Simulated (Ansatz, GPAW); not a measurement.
# Geometry or basis: what sets the conductance of N2 in line between two Cu chains, part 2 of 3

How well does N2 in line between two Cu chains conduct once its atoms have relaxed, and how much do cheaper levels lose?

GPAW 26.7.0 and Ansatz 0.2.0; Ansatz plane waves; relaxation of the junction with the lead ends held; PAW set soft_1 (the session's first sound run).

So far. Step 2 (Relaxing the atoms): The relaxation lowered the energy of the cell by 0.656 eV.

**3. Plane waves, PBE**

Plane waves give the reference curve, free of the bias of atom-centred orbitals.

This step: Ansatz plane waves; Landauer transmission by layers, zero bias; PAW set soft_1 (Ansatz 0.2.0).

Contents of input.yaml:

```yaml
crystal:
  lattice:
    - [9.0, 0.0, 0.0]
    - [0.0, 9.0, 0.0]
    - [0.0, 0.0, 29.8548]
  atoms:
    - { symbol: Cu, position: [0.5, 0.5, 0.038519769] }
    - { symbol: Cu, position: [0.5, 0.5, 0.115559307] }
    - { symbol: Cu, position: [0.5, 0.5, 0.1925988451] }
    - { symbol: Cu, position: [0.5, 0.5, 0.2696383831] }
    - { symbol: Cu, position: [0.5829162224, 0.4373349028, 0.3442735422] }
    - { symbol: Cu, position: [0.5269201329, 0.4682027319, 0.4192215463] }
    - { symbol: "N", position: [0.5072053699, 0.4803081687, 0.4810179878] }
    - { symbol: "N", position: [0.5145928474, 0.4830104098, 0.5189092889] }
    - { symbol: Cu, position: [0.5149015424, 0.4594786511, 0.5806811672] }
    - { symbol: Cu, position: [0.51181068, 0.3966214012, 0.6557032915] }
    - { symbol: Cu, position: [0.5, 0.5, 0.7303616169] }
    - { symbol: Cu, position: [0.5, 0.5, 0.8074011549] }
    - { symbol: Cu, position: [0.5, 0.5, 0.884440693] }
    - { symbol: Cu, position: [0.5, 0.5, 0.961480231] }
kpoints:
  mp_grid: { grid: [1, 1, 3] }
hamiltonian:
  xc: pbe
  pseudopotentials: { kind: paw, azcp: { folder: soft_1 } }
scf:
  occupations: { method: fermi_dirac, width: 0.1 }
output:
  transmission:
    leads: [[0, 1]]
    e_range: [-2, 2]
    de: 0.025
    kmesh: [1, 1]
    reduced_basis: true
  write_potential: true
  write_density: true
  volumetric_format: npy
```

Started as:

```
$ ansatz run input.yaml --threads 4 --pin off --max-ram 8192MiB --backend cpu --events-out ev --progress --plain --runs-dir out
```

Numbers of over 12 decimals in the logs are rounded to 6 here.

The log of the run:

```text
[...]
Crystal: 14 atoms, lattice volume = 2418.239 Å³
Basis set: ecut = 420 eV, 47231 PW (Γ)
Bands: 143, of which v1, the nominal top of the filled ones, is band 119 counted from 1 (118 counted from 0)
Symmetry: 1 space group operations
[...]
k-points: 2 of 3 (time reversal used)
[...]
SCF iter   1: F=—  HF=-80251.897557 eV  |F-HF|=—  |Δ(HF+E_count)|=         —  Δρ=5.07e-2  dr2=4.74e1  ethr=3.10e-3  ⟨swp⟩=8.0  Hψ=1242  notcnv=0
[...]
SCF iter  17: F=-80247.123017 eV  HF=-80247.123017 eV  |F-HF|=1.60e-7  |Δ(HF+E_count)|=   3.79e-7  Δρ=1.87e-6  dr2=9.29e-8  ethr=4.20e-11  ⟨swp⟩=13.5  Hψ=1133  notcnv=0
SCF 1 converged in 17 iterations: F = -80247.123017 eV  dr2 = 9.29e-8
[...]
transmission: 37 of 222 steps passed
transmission: 74 of 222 steps passed
[...]
transmission: 222 of 222 steps passed
WARN: The output density's exchange-correlation potential varies sharply where the density is thin. Do not read a vacuum level from v_tot or v_xc, or from such a field of the output density. On a cell that repeats whose density bears no net charge and no dipole along the vacuum's axis use v_es (v_loc + v_h of the components); under efield.dipole_correction with no amplitude use v_es + v_field, which holds any externa [...]
SCF converged after 17 iterations
Free energy (F): -80247.123017 eV
[...]
Internal energy: -80246.730442 eV  (E = F + TS)
E sigma→0 (E₀):  -80246.926729 eV
Entropy (-TS):   -0.392575 eV (-28.041 meV/atom)
Fermi energy:    -3.487311 eV
[...]
--- Band table (eV) ---
  k-point 0: bands = [... 115 lower, -3.8661, -3.7662, -3.7363, -3.7295, -3.3824, -2.8839, -2.7735, -2.5859, ... 20 higher]
  k-point 1: bands = [... 115 lower, -3.8639, -3.7639, -3.7368, -3.7296, -3.4209, -2.8499, -2.7693, -2.5804, ... 20 higher]
--- Transmission ---
  basis      : 717 plane waves across, 37 finite elements along
  points     : 1, standing for a mesh of 1 x 1
  filling    : by the input's occupations and mesh, since the crystals that have channels conduct as metals do. If one of these is a semiconductor, that mesh has misplaced its level
  energies   : 161 from -2.000000 to 2.000000 eV about the Fermi level, 0.025000 eV apart; the leads are filled to 0.000000 eV, and channels, transmission and decay are at 0.000000 eV
  crystal 0  : Cu1, at the sites [0, 1], period 2.3000 Å, over 18.40 Å; its Hamiltonian steps by up to 18.7 meV
    offset         : up to 0.0000 Å between an atom of the period and one for which it stands
    filled         : 149.3 meV over the level at which it is neutral
    channels       : 1.000000e0 a spin
    conductance    : 9.5797e13 S/m² at 300 K; may be off by some 0.0 % by where its bands' edges are placed, 39.1 % from the distance to neutral
  junction   : crystal 0 to crystal 0, 0.70 to 28.25 Å
    transmission   : 1.873315e-2 a spin
    error estimate : 6.975660e-7 a spin from the reduction of the transverse basis, at the most 4.046205e-4 at -1.025000 eV
    conductance    : 1.7965e12 S/m² at 300 K (1.7966e12 on every other energy)
    error estimate : 0.0 % from the energy spacing and 0.0 % from band edges of the leads and from resonances (wavevectors taken as independent; lower de), 0.0 % from the reduction of the transverse basis, 0.9 % from the steps of its leads' Hamiltonians or their offsets (lay more layers), 3.5 % from the distance to neutral
    resistance     : 5.4619e-1 Ω µm² beyond half of each lead's own
```

Run time: 87 s. Hardware: 4 threads of Intel Xeon Platinum 8488C (Sapphire Rapids), shared host; peak memory 3.2 GiB.

Reading the cycles: dr2 is the Hartree energy of the density residual (eV), the measure of convergence; HF is the Harris–Foulkes estimate of the energy, which meets the free energy F at convergence.

This step gave:

- lead level: 0 eV from the Fermi level
- transmission at the Fermi level (one spin): 0.01873
- open channels of the lead at the Fermi level (one spin): 1
- step of the potential along the lead: 18.7 meV
- offset of the lead: 0 Å
- filling of the lead less its bulk value, in size: 149.3 meV
- conductance: 0.01878 G₀

One spin. Transmission, zone mean against energy, zero at the Fermi level:

```csv
energy (eV),"transmission, zone mean"
-2.000,0.00161
-1.800,6.5e-4
-1.600,0.00244
-1.400,0.0728
-1.200,0.152
-1.025,0.586
-1.000,0.210
-0.800,0.0909
-0.600,0.0400
-0.400,0.0336
-0.200,0.0211
0.000,0.0187
0.200,0.0207
0.400,0.0270
0.600,0.0584
0.650,0.0830
0.725,0.0704
0.800,0.00761
1.000,0.00332
1.200,0.00868
1.400,0.0133
1.600,0.0179
1.800,0.0230
2.000,0.0284
```

One spin. Table of open channels, zone mean by energy, zero at the Fermi level:

```csv
energy (eV),"open channels, zone mean"
-2.000,1
-1.900,1
-1.800,3
-1.700,3
-1.600,3
-1.500,3
-1.400,3
-1.300,3
-1.200,3
-1.100,4
-1.000,4
-0.900,6
-0.800,6
-0.700,6
-0.600,6
-0.500,4
-0.400,4
-0.300,4
-0.200,3
-0.100,1
0.000,1
0.100,1
0.200,1
0.300,1
0.400,1
0.500,1
0.600,1
0.700,1
0.800,1
0.900,1
1.000,1
1.100,1
1.200,1
1.300,1
1.400,1
1.500,1
1.600,1
1.700,1
1.800,1
1.900,1
2.000,1
```

Crystal 0, spin -, k parallel (0, 0); distinct values, listed up to 1.5 1/Å. Im kz of the slowest decaying states against energy, zero at the Fermi level:

```csv
energy (eV),decay 1 (Å⁻¹),decay 2 (Å⁻¹),decay 3 (Å⁻¹),decay 4 (Å⁻¹)
-2.0000,0.328,0.329,0.664,1.10
-1.7500,0.564,1.01,1.01,1.29
-1.5000,0.433,0.877,0.878,1.27
-1.2500,0.225,0.685,0.686,1.25
-1.0000,0.268,0.269,1.23,1.23
-0.7500,1.20,1.20,1.21,1.33
-0.5000,0.418,0.418,1.18,1.18
-0.2500,0.746,0.746,1.15,1.16
0.0000,0.221,0.222,0.335,0.925
0.2500,0.317,0.317,0.470,1.05
0.5000,0.371,0.371,0.568,1.06
0.7500,0.402,0.402,0.646,1.03
1.0000,0.417,0.417,0.711,0.991
1.2500,0.420,0.420,0.766,0.956
1.5000,0.411,0.411,0.814,0.920
1.7500,0.391,0.391,0.856,0.882
2.0000,0.360,0.360,0.842,0.894
```

Crystal 0, spin -, k parallel (0, 0). The Re kz of states that move upwards by energy, zero at the Fermi level:

```csv
energy (eV),channel 1 (Å⁻¹),channel 2 (Å⁻¹),channel 3 (Å⁻¹),channel 4 (Å⁻¹),channel 5 (Å⁻¹),channel 6 (Å⁻¹)
-2.000,0.573,-,-,-,-,-
-1.800,-1.24,-1.24,0.618,-,-,-
-1.600,-0.985,-0.985,0.663,-,-,-
-1.400,-0.835,-0.834,0.709,-,-,-
-1.200,-0.711,-0.711,0.759,-,-,-
-1.000,-0.600,-0.599,0.302,0.815,-,-
-0.800,-0.492,-0.492,0.452,0.628,0.628,0.883
-0.600,-0.383,-0.383,0.558,0.973,1.24,1.24
-0.400,-0.261,-0.261,0.639,1.10,-,-
-0.200,-0.0610,-0.0591,0.702,-,-,-
0.000,0.753,-,-,-,-,-
0.200,0.796,-,-,-,-,-
0.400,0.833,-,-,-,-,-
0.600,0.867,-,-,-,-,-
0.800,0.898,-,-,-,-,-
1.000,0.927,-,-,-,-,-
1.200,0.955,-,-,-,-,-
1.400,0.982,-,-,-,-,-
1.600,1.01,-,-,-,-,-
1.800,1.03,-,-,-,-,-
2.000,1.06,-,-,-,-,-
```

The electrostatic potential energy of an electron (with the applied field's), less the Fermi level, planar mean oscillates, so the rows of the table below give means over windows of 2.24 Å about each position, cut where the curve ends. Its maxima inside the range that stand out by 2 % of the span (Å: eV): 2.2: 4.88, 4.6: 4.83, 6.9: 4.79, 9.1: 4.48, 11.3: 4.36, 13.6: 3.84, 14.9: 3.34, 16.3: 3.84, 18.5: 4.37, 20.7: 4.49, 23.0: 4.79, 25.2: 4.83, 27.6: 4.88. Its minima: 1.2: 3.42, 3.4: 3.40, 5.8: 3.38, 8.1: 3.21, 10.3: 3.05, 12.5: 2.60, 14.3: 3.02, 15.5: 3.02, 17.3: 2.60, 19.6: 3.05, 21.8: 3.21, 24.0: 3.38, 26.4: 3.40, 28.7: 3.43.

The electrostatic potential energy of an electron (with the applied field's), less the Fermi level, planar mean by z; means over each step:

```csv
z (Å),"electrostatic potential energy of an electron (with the applied field's), less the Fermi level, planar mean (eV)"
1.12,4.19
3.36,4.17
5.60,4.13
7.84,4.00
10.08,3.80
12.32,3.43
14.56,3.29
16.80,3.24
19.04,3.74
21.28,3.90
23.52,4.13
25.76,4.17
28.00,4.21
```

The valence density, planar mean oscillates, so the rows of the table below give means over windows of 2.24 Å about each position, cut where the curve ends. Its maxima inside the range that stand out by 2 % of the span (Å: e/Å³): 1.2: 0.337, 3.4: 0.342, 5.8: 0.327, 8.1: 0.343, 10.3: 0.342, 12.5: 0.341, 15.4: 0.0551, 17.3: 0.342, 19.6: 0.342, 21.8: 0.343, 24.0: 0.327, 26.4: 0.342, 28.7: 0.337. Its minima: 2.2: 0.0132, 4.6: 0.0129, 6.9: 0.0135, 9.1: 0.0131, 11.3: 0.0157, 13.4: 0.0173, 16.4: 0.0173, 18.5: 0.0157, 20.7: 0.0131, 23.0: 0.0135, 25.2: 0.0129, 27.6: 0.0132.

Table of valence density, planar mean by z; means over each step:

```csv
z (Å),"valence density, planar mean (e/Å³)"
1.12,0.104
3.36,0.104
5.60,0.104
7.84,0.105
10.08,0.105
12.32,0.105
14.56,0.0464
16.80,0.109
19.04,0.106
21.28,0.105
23.52,0.104
25.76,0.103
28.00,0.102
```

T at the Fermi level is 0.0187 of 1 open channels a spin.

**4. Double-zeta polarised basis**

Localised orbitals split the wire into layers that couple to their neighbours alone, which is what the Green's function method needs; double zeta with polarisation is the usual level for numbers.

This step: GPAW LCAO, PAW setups; Landauer transmission from Green's functions with principal layers (ASE), zero bias (GPAW 26.7.0).

Contents of run.py:

```python
import json
import numpy as np
from ase import Atoms
from ase.transport.calculators import TransportCalculator
from gpaw import GPAW, FermiDirac
from gpaw.lcao.tools import get_lcao_hamiltonian
from scipy.linalg import eigh

# The junction with lead layers at both ends, along the third cell vector
device = Atoms(
    ['Cu', 'Cu', 'Cu', 'Cu', 'Cu', 'Cu', 'N', 'N', 'Cu', 'Cu', 'Cu', 'Cu', 'Cu', 'Cu'],
    positions=[
        [4.50000, 4.50000, 1.15000],
        [4.50000, 4.50000, 3.45000],
        [4.50000, 4.50000, 5.75000],
        [4.50000, 4.50000, 8.05000],
        [5.24625, 3.93601, 10.27822],
        [4.74228, 4.21382, 12.51578],
        [4.56485, 4.32277, 14.36070],
        [4.63134, 4.34709, 15.49193],
        [4.63411, 4.13531, 17.33612],
        [4.60630, 3.56959, 19.57589],
        [4.50000, 4.50000, 21.80480],
        [4.50000, 4.50000, 24.10480],
        [4.50000, 4.50000, 26.40480],
        [4.50000, 4.50000, 28.70480]],
    cell=[[9.0, 0.0, 0.0], [0.0, 9.0, 0.0], [0.0, 0.0, 29.8548]],
    pbc=True)

# One principal layer of the lead: the first 3 atoms of the device
lead = Atoms(
    ['Cu', 'Cu', 'Cu'],
    positions=[
        [4.50000, 4.50000, 1.15000],
        [4.50000, 4.50000, 3.45000],
        [4.50000, 4.50000, 5.75000]],
    cell=[[9.0, 0.0, 0.0], [0.0, 9.0, 0.0], [0.0, 0.0, 6.9]],
    pbc=True)

settings = dict(mode='lcao', basis='dzp', xc='PBE', h=0.18,
                occupations=FermiDirac(0.1), maxiter=250,
                mixer=dict(beta=0.1, nmaxold=8, weight=100.0),
                convergence=dict(density=0.0001))
energies = np.arange(-2, 2 + 1e-9, 0.025)
eta = 0.0001
n1, n2 = 1, 1
# k and -k transmit alike, so half of the mesh across the current serves
mesh = [(i, j) for i in range(n1) for j in range(n2) if (i, j) <= (-i % n1, -j % n2)]
weights = np.array([1 if (i, j) == (-i % n1, -j % n2) else 2 for i, j in mesh]) / (n1 * n2)

# [... helper functions left out ...]
fermi_lead = ground_state(lead, (1, 1, 16), 'lead.txt')
fermi_device = ground_state(device, (1, 1, 3), 'device.txt')
# [... loop over the mesh left out, but for ...]
        # Shift the lead onto the potential of the device's first layer
        shift = ((H[:, 0, 0] - H0[:, 0, 0]) / S0[0, 0]).real.mean()
# [...]
kT = 8.617333e-5 * 300
bias = [0.1, 0.2, 0.5, 1.0, 1.5, 2.0]
# [... integrals and printing left out ...]
```

Started as:

```
$ OMP_NUM_THREADS=1 OPENBLAS_NUM_THREADS=1 python run.py
```

The log of the run:

```text
basis functions: device 206, principal layer 45
Fermi level: lead -3.6823 eV, device -3.3180 eV; lead shifted by 0.0027 eV
largest coupling past the next layer 4.59e-05 eV, largest misfit of the first layer 0.055 eV
  E-E_F (eV)   T (one spin)  [channel counts left out]
    -2.000    1.2891e-03
    -1.975    1.3817e-03
    -1.950    1.4692e-03
    -1.925    1.5479e-03
    -1.900    1.6146e-03
    -1.875    1.6658e-03
    -1.850    1.6984e-03
    -1.825    1.7088e-03
    -1.800    1.6923e-03
    -1.775    1.6405e-03
    -1.750    1.5287e-03
    -1.725    1.7266e-03
    -1.700    2.4819e-03
    -1.675    3.1636e-03
    -1.650    3.8898e-03
    -1.625    4.7071e-03
[...]
1.825    5.3253e-02
     1.850    5.4460e-02
     1.875    5.5682e-02
     1.900    5.6916e-02
     1.925    5.8160e-02
     1.950    5.9412e-02
     1.975    6.0670e-02
     2.000    6.1930e-02
conductance at 300 K: 0.024329 G0 a cell; thermopower -2.743 uV/K
current from the zero-bias T(E) at 0.1 V: 0.18869 uA
current from the zero-bias T(E) at 0.2 V: 0.37985 uA
current from the zero-bias T(E) at 0.5 V: 1.0776 uA
current from the zero-bias T(E) at 1.0 V: 2.5271 uA
current from the zero-bias T(E) at 1.5 V: 4.2868 uA
current from the zero-bias T(E) at 2.0 V: 7.5887 uA
```

The job ended after 1.8 min (1 thread; peak memory 1.3 GiB).

This step gave:

- conductance: 0.02433 G₀
- largest coupling past the next principal layer: 4.59e-5 eV
- largest misfit of the first principal layer: 0.05536 eV
- shift that aligns the lead: 0.002663 eV
- basis functions of the junction: 206
- basis functions of a principal layer: 45
- transmission at the Fermi level (one spin): 0.02431

One spin. Transmission, zone mean against energy, zero at the Fermi level:

energy (eV), transmission, zone mean and a bar:
```
   -2.000      0.001 
   -1.900      0.002 
   -1.800      0.002 
   -1.700      0.002 
   -1.600      0.006 
   -1.500      0.012 #
   -1.400      0.024 ##
   -1.300      0.041 ###
   -1.200      0.062 #####
   -1.100      0.089 ########
   -1.000      0.123 ###########
   -0.900      0.171 ###############
   -0.850      0.344 ##############################
   -0.800      0.110 ##########
   -0.700      0.055 #####
   -0.600      0.055 #####
   -0.500      0.046 ####
   -0.400      0.043 ####
   -0.300      0.043 ####
   -0.200      0.039 ###
   -0.100      0.023 ##
    0.000      0.024 ##
    0.100      0.025 ##
    0.200      0.027 ##
    0.300      0.029 ##
    0.400      0.032 ###
    0.500      0.036 ###
    0.600      0.045 ####
    0.700      0.006 
    0.725      0.051 ####
    0.800      0.003 
    0.900      0.015 #
    1.000      0.021 ##
    1.100      0.025 ##
    1.200      0.029 ##
    1.300      0.032 ###
    1.400      0.036 ###
    1.500      0.039 ###
    1.600      0.043 ####
    1.700      0.047 ####
    1.800      0.052 ####
    1.900      0.057 #####
    2.000      0.062 #####
```

Not self-consistent under bias; the bias window is split evenly. The current through one cell, from the zero-bias transmission by bias:

```csv
bias (V),"current through one cell, from the zero-bias transmission (μA)"
0.100,0.189
0.200,0.380
0.500,1.08
1.000,2.53
1.500,4.29
2.000,7.59
```

Transmission of the three most open eigenchannels against energy, zero at the Fermi level:

```csv
energy (eV),channel 1,channel 2,channel 3
-2.000,0.00129,0,0
-1.900,0.00161,0,0
-1.800,0.00169,0,0
-1.700,0.00247,9.4e-6,7.5e-7
-1.600,0.00561,4.4e-5,1.2e-6
-1.500,0.0115,3.0e-4,1.9e-5
-1.400,0.0213,0.00202,3.1e-4
-1.300,0.0297,0.00981,0.00153
-1.200,0.0298,0.0251,0.00716
-1.100,0.0403,0.0338,0.0147
-1.000,0.0579,0.0432,0.0218
-0.900,0.106,0.0464,0.0185
-0.800,0.0999,0.00809,0.00217
-0.700,0.0465,0.00608,0.00201
-0.600,0.0424,0.0111,0.00120
-0.500,0.0335,0.0114,7.4e-4
-0.400,0.0413,0.00161,3.3e-4
-0.300,0.0415,0.00125,1.8e-4
-0.200,0.0385,7.2e-4,1.0e-6
-0.100,0.0228,3.6e-12,0
0.000,0.0243,0,0
0.100,0.0255,0,0
0.200,0.0269,0,0
0.300,0.0288,0,0
0.400,0.0315,0,0
0.500,0.0361,0,0
0.600,0.0450,0,0
0.700,0.00595,0,0
0.800,0.00313,0,0
0.900,0.0149,0,0
1.000,0.0210,0,0
1.100,0.0252,0,0
1.200,0.0287,0,0
1.300,0.0321,0,0
1.400,0.0356,0,0
1.500,0.0393,0,0
1.600,0.0432,0,0
1.700,0.0475,0,0
1.800,0.0521,0,0
1.900,0.0569,0,0
2.000,0.0619,0,0
```

At the Fermi level T is 0.0243 against 0.0187 in plane waves. Couplings past the next layer reach 4.6e-5 eV, small enough to drop; the matrix elements of the cell's first layer differ from the bulk lead's by up to 0.055 eV. That layer keeps its own values in the calculation, and only beyond it is the lead taken as perfect. The Fermi levels of lead and junction count from different zeros of potential, one for each periodic cell; with both set to zero, the small remaining shift is what aligns them. By hand: G = 0.02433 × 77.48 μS = 1.89 μS, a resistance of 530 kΩ; at 0.1 V a linear junction would pass 0.189 μA, and the integral over the bias window gives 0.189 μA.

**5. Single-zeta polarised basis**

The second zeta is dropped, the polarisation orbitals stay.

run.py, as its differences from that of step 4:

```diff
@@ -39,3 +39,3 @@
 
-settings = dict(mode='lcao', basis='dzp', xc='PBE', h=0.18,
+settings = dict(mode='lcao', basis='szp(dzp)', xc='PBE', h=0.18,
                 occupations=FermiDirac(0.1), maxiter=250,
```

The log of the run:

```text
basis functions: device 126, principal layer 27
Fermi level: lead -3.7196 eV, device -3.4414 eV; lead shifted by 0.0128 eV
largest coupling past the next layer 4.61e-05 eV, largest misfit of the first layer 0.052 eV
  E-E_F (eV)   T (one spin)  [channel counts left out]
    -2.000    2.5293e-03
    -1.975    2.7358e-03
    -1.950    2.9311e-03
[...]
1.975    6.3290e-02
     2.000    6.4677e-02
conductance at 300 K: 0.028585 G0 a cell; thermopower -7.039 uV/K
current from the zero-bias T(E) at 0.1 V: 0.22243 uA
current from the zero-bias T(E) at 0.2 V: 0.45435 uA
current from the zero-bias T(E) at 0.5 V: 1.3913 uA
current from the zero-bias T(E) at 1.0 V: 3.3483 uA
current from the zero-bias T(E) at 1.5 V: 5.2691 uA
current from the zero-bias T(E) at 2.0 V: 8.0049 uA
```

It took 100 s on 1 thread; peak memory 1.3 GiB.

Numbers from this step:

* conductance: 0.02858 G₀
* largest coupling past the next principal layer: 4.61e-5 eV
* largest misfit of the first principal layer: 0.05228 eV
* shift that aligns the lead: 0.01277 eV
* basis functions of the junction: 126
* basis functions of a principal layer: 27
* transmission at the Fermi level (one spin): 0.02841

The conductance, 0.0286 G₀, lies 17 % above that of the dzp run.

**6. GPAW, sz: basis = "sz(dzp)"**

The minimal basis is the cheapest rung: no second zeta and no polarisation.

run.py, as its differences from that of step 5:

```diff
@@ -39,3 +39,3 @@
 
-settings = dict(mode='lcao', basis='szp(dzp)', xc='PBE', h=0.18,
+settings = dict(mode='lcao', basis='sz(dzp)', xc='PBE', h=0.18,
                 occupations=FermiDirac(0.1), maxiter=250,
```

The log of the run:

```text
basis functions: device 80, principal layer 18
Fermi level: lead -3.5176 eV, device -3.2407 eV; lead shifted by 0.0219 eV
largest coupling past the next layer 4.64e-05 eV, largest misfit of the first layer 0.031 eV
  E-E_F (eV)   T (one spin)  [channel counts left out]
    -2.000    1.3544e-02
    -1.975    1.3706e-02
    -1.950    1.3804e-02
[...]
1.975    1.1408e-01
     2.000    1.1672e-01
conductance at 300 K: 0.037899 G0 a cell; thermopower -3.429 uV/K
current from the zero-bias T(E) at 0.1 V: 0.29582 uA
current from the zero-bias T(E) at 0.2 V: 0.60868 uA
current from the zero-bias T(E) at 0.5 V: 1.806 uA
current from the zero-bias T(E) at 1.0 V: 3.6107 uA
current from the zero-bias T(E) at 1.5 V: 6.0529 uA
current from the zero-bias T(E) at 2.0 V: 8.312 uA
```

The job ended after 1.8 min (1 thread; peak memory 1.3 GiB).

This step gave:

| Property | Result |
| --- | --- |
| conductance | 0.03790 G₀ |
| largest coupling past the next principal layer | 4.64e-5 eV |
| largest misfit of the first principal layer | 0.03142 eV |
| shift that aligns the lead | 0.02189 eV |
| basis functions of the junction | 80 |
| basis functions of a principal layer | 18 |
| transmission at the Fermi level (one spin) | 0.03741 |

The conductance, 0.0379 G₀, lies 56 % above that of the dzp run.

(Part 2 of 3 ends here.)

[Logs are printed without paths, hosts, clocks, repeated set-up lines and the standing remarks that a program may print on its own settings, such as how far it seeks lower states.]

[Hosts, paths, dates, database ids (printed as entryN), source tags and the programs' standing remarks are cut or masked in the printed files.]
